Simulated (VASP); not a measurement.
## BN under changes of volume

One of the cells (9.308 Å³/atom); the others are scaled copies at fixed shape and fractional positions:

```
CELL_PARAMETERS angstrom
2.52662 0.00000 0.00000
-1.26331 2.18812 0.00000
0.00000 0.00000 6.73431
ATOMIC_POSITIONS crystal
N 0.66667 0.33333 0.50000
N 0.00000 0.00000 0.00000
B 0.33333 0.66667 0.00000
B 0.00000 0.00000 0.50000
```

Measurements of this composition are mostly on another form, of space group No. 194.

```yaml
Program: VASP 6.6.1
Functional: PBE
Potentials_or_basis: VASP PAW PBE potentials, release 64 (N, B)
Cutoff: 520 eV
k_mesh: 12 × 12 × 4
Occupations: fermi-dirac, width 0.05 eV
Spin: no spin polarisation
```

```csv
volume (Å³/atom),energy over the lowest point (meV/atom),pressure (GPa),gap on the mesh (eV)
8.578,31.97,18.1,4.45
8.760,?,?,?
8.943,3.93,6.5,4.39
9.308,0.00,-3.1,4.32
9.490,5.79,-7.3,4.29
9.673,16.16,-11.1,4.26
```

**Question.** What does the run at 8.760 Å³/atom give?

**Answer.** Energy over the lowest point 14.66 meV/atom; pressure 12.1 GPa; gap on the mesh 4.42 eV.

Worked out: A Birch-Murnaghan fit of order 3 (a polynomial in V^(-2/3)) to the other rows has its minimum at 9.19 Å³/atom with B0 = V·E''(V) = 235 GPa and B' = 3.6 at fixed shape and positions, which overstates the stiffness. It gives 14.69 meV/atom at 8.760 Å³/atom, against the run's 14.66, and -dE/dV = 12.2 GPa, against 12.1. A straight line through the other rows of the gap, of slope -1.6 eV per unit of ln V, gives 4.42 eV, against the run's 4.42.

Energies are extrapolated to zero smearing.

Caveats: this functional lacks dispersion, which binds the layers, so the pressure and a relaxed spacing across them are unreliable.

A mesh can miss the band edges.
